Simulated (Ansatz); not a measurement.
RbBr (rocksalt), relaxed with r2SCAN in the plane-wave code Ansatz. Space group Fm-3m (No. 225), cubic; a = 6.922 Å in the conventional setting, 41.45 Å³ an atom. Around Rb lie 6 Br at 3.46 Å; around Br lie 6 Rb at 3.46 Å.

The axes x, y and z are those of this cell:
```
CELL_PARAMETERS angstrom
0.00000 3.46083 3.46083
3.46083 0.00000 3.46083
3.46083 3.46083 0.00000
ATOMIC_POSITIONS crystal
Rb 0.00000 0.00000 0.00000
Br 0.50000 0.50000 0.50000
```

Unstrained: The PBE gap is direct at Γ: 4.291 eV. r2SCAN gives a direct gap of 4.893 eV at Γ. HSE06 gives a direct gap of 5.443 eV at Γ. Meshes: PBE 6×6×6, r2SCAN 6×6×6, HSE06 4×4×4. Strains are changes of length per length. After each strain the atoms were relaxed again with r2SCAN within the symmetry that the strain leaves, so tilts or polar shifts that break it weren't tested; points keep the names that they have in the unstrained zone. No spin polarisation and no zero-point or thermal motion.

**Question.** One strain changed the r2SCAN stress by xx +3.24, yy +3.24, zz -0.07 GPa (compression positive) and the gap by +0.198 eV (PBE), +0.201 eV (r2SCAN), +0.219 eV (HSE06). Which kind of strain was it, and roughly how large?

**Answer.** Epitaxial -5.59 % in the xy plane, free normal strain +1.53 %. The pattern of the stress gives the kind; the size needs the stiffness, so it is an estimate.

**Question.** One strain changed the r2SCAN stress by xx +2.85, yy +0.23, zz +0.23 GPa (compression positive) and the gap by +0.072 eV (PBE), +0.070 eV (r2SCAN), +0.085 eV (HSE06). Which kind of strain was it, and roughly how large?

**Answer.** Uniaxial -5.49 % along x, other directions held. The pattern of the stress gives the kind; the size needs the stiffness, so it is an estimate.

**Question.** Apply uniaxial -1.76 % along z, other directions held. How far does the gap move, against the unstrained cell?

**Answer.** PBE: the gap goes from 4.291 to 4.321 eV (+0.030 eV); with r2SCAN the top three valence levels at Γ, degenerate before, become 1+2 from the top over 22 meV. r2SCAN: the gap goes from 4.893 to 4.923 eV (+0.030 eV). HSE06: the gap goes from 5.443 to 5.478 eV (+0.035 eV). The r2SCAN energy rises by 1.6 meV an atom.

The runs are scalar-relativistic, without spin-orbit coupling.

The meshes of the hybrids are coarse, so their gaps aren't converged to the digits shown.

The splittings at Γ are without spin-orbit coupling, which regroups them where it is of like size or larger.
